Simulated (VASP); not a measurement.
Input of a VASP 6.6.1 run:

File POSCAR:

```
ZrSi2
1.0
    1.8530000000     -7.3675000000      0.0000000000
    1.8530000000      7.3675000000      0.0000000000
    0.0000000000      0.0000000000      3.6720000000
Zr Si
2 4
Direct
    0.8946000000      0.1054000000      0.2500000000
    0.1054000000      0.8946000000      0.7500000000
    0.5522000000      0.4478000000      0.2500000000
    0.4478000000      0.5522000000      0.7500000000
    0.2496000000      0.7504000000      0.2500000000
    0.7504000000      0.2496000000      0.7500000000
```

Contents of INCAR.step1:

```
PREC = Accurate
ENCUT = 520
ISMEAR = 0
SIGMA = 0.1
LREAL = False
LASPH = True
NELM = 100
NBANDS = 29
GGA = PE
ALGO = Normal
EDIFF = 1E-4
LWAVE = True
LCHARG = False
```

Contents of INCAR.step2:

```
PREC = Accurate
ENCUT = 520
EDIFF = 1E-7
ISMEAR = 0
SIGMA = 0.1
LREAL = False
LASPH = True
NELM = 100
ALGO = Normal
ISIF = 2
LWAVE = False
LCHARG = False
METAGGA = R2SCAN
LMIXTAU = True
NBANDS = 29
ISTART = 1
```

File KPOINTS:

```
Automatic mesh
0
Gamma
  6 6 6
```

Potentials or basis: VASP PAW PBE potentials, release 64 (Zr_sv, Si).

The run is started by

```sh
$ cat potpaw_PBE.64/Zr_sv/POTCAR potpaw_PBE.64/Si/POTCAR > POTCAR
$ cp INCAR.step1 INCAR
$ mpirun -np 1 vasp_std > vasp.out
$ cp INCAR.step2 INCAR
$ mpirun -np 1 vasp_std > vasp.out
```

**Question.** Predict the band gap on the k mesh.

**Answer.** None (metal or under the smearing width).

**Question.** Estimate the pressure.

**Answer.** 0.2 GPa.

**Question.** Predict the largest force.

**Answer.** 0.063 eV/Å.

Stress tensor (GPa, compression positive):
```
 0.06  0.00  0.00
 0.00  1.05  0.00
 0.00  0.00 -0.52
```

Caveat: the PAW data sets were made with another functional, which shifts forces and pressure a little.
